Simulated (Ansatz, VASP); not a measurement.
One calculation of C, two programs

Contents of INCAR:

```
SYSTEM = C
PREC = Accurate
ENCUT = 520
EDIFF = 1E-7
ISMEAR = 0
SIGMA = 0.02
LREAL = .False.
LASPH = .True.
NELM = 60
ALGO = Fast
ISIF = 2
LWAVE = .False.
LCHARG = .False.
GGA = PE
NBANDS = 11
```

KPOINTS

```
Automatic mesh
0
Gamma
  12 12 12
  0 0 0
```

File POSCAR:

```
C
1.0
    0.0000000000      1.7501752580      1.7501752580
    1.7083188600     -0.1070040000      1.8571792580
    1.7083188600      1.8571792580     -0.1070040000
C
2
Direct
    0.4831781989      0.5168218011      0.5168218011
    0.7668218011      0.7331781989      0.7331781989
```

Input for Ansatz:

```yaml
crystal:
  lattice:
    - [0.0, 1.750175258, 1.750175258]
    - [1.70831886, -0.107004, 1.857179258]
    - [1.70831886, 1.857179258, -0.107004]
  atoms:
    - { symbol: C, position: [0.4831781989, 0.5168218011, 0.5168218011] }
    - { symbol: C, position: [0.7668218011, 0.7331781989, 0.7331781989] }
basis:
  ecutwfc: 420
kpoints:
  mp_grid: { grid: [12, 12, 12] }
hamiltonian:
  xc: pbe
scf:
  occupations: { method: gaussian, width: 0.02 }
output:
  forces: true
  stress: true
  eigenvalues: true
```

Alike in both runs: task single point; functional PBE; k mesh 12 × 12 × 12; occupations gaussian, width 0.02 eV; no spin polarisation.

```csv
,VASP,Ansatz
version,VASP 6.6.1,Ansatz 0.2.0
potentials or method,"VASP PAW PBE potentials, release 64 (C)","scalar-relativistic, plane waves, PAW"
plane-wave cutoff (eV),520,420
valence electrons in the cell,8,8
```

VASP gave:

| Item | Value |
| --- | --- |
| gap on the k mesh at the Fermi level (eV) | 0.89 |
| least direct gap on the mesh (eV) | 1.33 |
| pressure (GPa) | 6.4 |
| largest component of the traceless stress (GPa) | 57.24 |
| rms of the force components (eV/Å) | 2.466 |

Task: Which values does Ansatz return?

Result: gap on the k mesh at the Fermi level (eV): 0.90; least direct gap on the mesh (eV): 1.34; pressure (GPa): 5.7; largest component of the traceless stress (GPa): 56.64; rms of the force components (eV/Å): 2.447.

Atom by atom the forces differ by 0.019 eV/Å (rms over components). The functional is the same, so the differences come from potentials, cutoffs and numerics.

Caveats: forces of over 1 eV/Å show positions far from the minimum, so gaps and moduli don't describe the material at rest. A k mesh can miss the band edges.
